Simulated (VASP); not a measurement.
A run of VASP 6.6.1 is set up as follows.

File POSCAR:

```
BN
1.0
    1.2511217832      0.7223354983      3.3729344033
   -1.2511217832      0.7223354983      3.3729344033
    0.0000000000     -1.4446709966      3.3729344033
N B
1 1
Direct
    0.6672382000      0.6672382000      0.6672382000
    0.0003288000      0.0003288000      0.0003288000
```

Contents of INCAR.step1:

```
PREC = Accurate
ENCUT = 520
EDIFF = 1E-7
ISMEAR = -1
SIGMA = 0.05
LREAL = F
LASPH = T
NELM = 100
ALGO = Normal
ISIF = 2
LWAVE = F
LCHARG = T
GGA = B5
ALDAX = 1.0
AGGAX = 1.0
AGGAC = 1.0
ALDAC = 0.0
```

File KPOINTS.step1:

```
regular mesh
0
Gamma
  12 12 12
```

The input INCAR.step2:

```
PREC = Accurate
ENCUT = 520
EDIFF = 1E-7
ISMEAR = 0
SIGMA = 0.05
LREAL = F
LASPH = T
NELM = 100
ALGO = Normal
ISIF = 2
LWAVE = F
LCHARG = F
GGA = B5
ALDAX = 1.0
AGGAX = 1.0
AGGAC = 1.0
ALDAC = 0.0
ICHARG = 11
```

Contents of KPOINTS.step2:

```
path GLB1,BZGX,QFP1Z,LP
15
line-mode
reciprocal
 0.0000000000  0.0000000000  0.0000000000  G
 0.5000000000  0.0000000000  0.0000000000  L

 0.5000000000  0.0000000000  0.0000000000  L
 0.5000000000  0.1972419765 -0.1972419765  B1

 0.8027580235  0.5000000000  0.1972419765  B
 0.5000000000  0.5000000000  0.5000000000  Z

 0.5000000000  0.5000000000  0.5000000000  Z
 0.0000000000  0.0000000000  0.0000000000  G

 0.0000000000  0.0000000000  0.0000000000  G
 0.3486209883  0.0000000000 -0.3486209883  X

 0.6513790117  0.3486209883  0.0000000000  Q
 0.5000000000  0.5000000000  0.0000000000  F

 0.5000000000  0.5000000000  0.0000000000  F
 0.6513790117  0.6513790117  0.1972419765  P1

 0.6513790117  0.6513790117  0.1972419765  P1
 0.5000000000  0.5000000000  0.5000000000  Z

 0.5000000000  0.0000000000  0.0000000000  L
 0.8027580235  0.3486209883  0.3486209883  P
```

Potentials or basis: VASP PAW PBE potentials, release 64 (N, B).

The run is started by

```sh
$ cat potpaw_PBE.64/N/POTCAR potpaw_PBE.64/B/POTCAR > POTCAR
$ cp INCAR.step1 INCAR
$ cp KPOINTS.step1 KPOINTS
$ mpirun -np 1 vasp_std > vasp.out
$ cp INCAR.step2 INCAR
$ cp KPOINTS.step2 KPOINTS
$ mpirun -np 1 vasp_std > vasp.out
```

Question: Predict the band gap along the path.

Answer: 4.31 eV, indirect (least direct gap 4.75 eV).

Question: Estimate the band gap on the k mesh.

Answer: 4.35 eV, indirect (least direct gap 4.75 eV).

Levels at the corners of the path, in eV from the valence-band top:
| point | band 1 | band 2 | band 3 | band 4 | band 5 | band 6 | band 7 | band 8 |
| --- | --- | --- | --- | --- | --- | --- | --- | --- |
| Γ | -17.74 | -4.18 | -1.43 | -1.43 | 5.17 | 11.71 | 11.71 | 13.07 |
| L | -14.59 | -8.91 | -4.17 | -0.63 | 5.29 | 10.03 | 13.10 | 14.97 |
| L | -14.59 | -8.91 | -4.17 | -0.63 | 5.29 | 10.03 | 13.10 | 14.97 |
| B1 | -14.06 | -7.93 | -6.90 | -0.41 | 4.83 | 12.48 | 14.13 | 16.01 |
| B | -14.06 | -7.93 | -6.90 | -0.41 | 4.83 | 12.48 | 14.13 | 16.01 |
| Z | -17.48 | -6.13 | -1.45 | -1.45 | 10.09 | 11.64 | 11.64 | 12.30 |
| Z | -17.48 | -6.13 | -1.45 | -1.45 | 10.09 | 11.64 | 11.64 | 12.30 |
| Γ | -17.74 | -4.18 | -1.43 | -1.43 | 5.17 | 11.71 | 11.71 | 13.07 |
| Γ | -17.74 | -4.18 | -1.43 | -1.43 | 5.17 | 11.71 | 11.71 | 13.07 |
| X | -14.00 | -7.91 | -7.08 | -0.15 | 4.67 | 12.42 | 13.89 | 16.45 |
| Q | -14.00 | -7.91 | -7.08 | -0.15 | 4.67 | 12.42 | 13.89 | 16.45 |
| F | -14.52 | -8.79 | -4.22 | -1.20 | 4.31 | 10.04 | 14.24 | 17.52 |
| F | -14.52 | -8.79 | -4.22 | -1.20 | 4.31 | 10.04 | 14.24 | 17.52 |
| P1 | -14.63 | -8.64 | -4.16 | -1.51 | 5.02 | 10.09 | 14.31 | 16.59 |
| P1 | -14.63 | -8.64 | -4.16 | -1.51 | 5.02 | 10.09 | 14.31 | 16.59 |
| Z | -17.48 | -6.13 | -1.45 | -1.45 | 10.09 | 11.64 | 11.64 | 12.30 |
| L | -14.59 | -8.91 | -4.17 | -0.63 | 5.29 | 10.03 | 13.10 | 14.97 |
| P | -14.63 | -8.64 | -4.16 | -1.51 | 5.02 | 10.09 | 14.31 | 16.59 |

Caveat: the log is that of the step along the path at fixed density, whose energy, stress, charges and moments have no meaning. Expect the measured gap to be larger: semilocal functionals such as BLYP lack the derivative discontinuity.
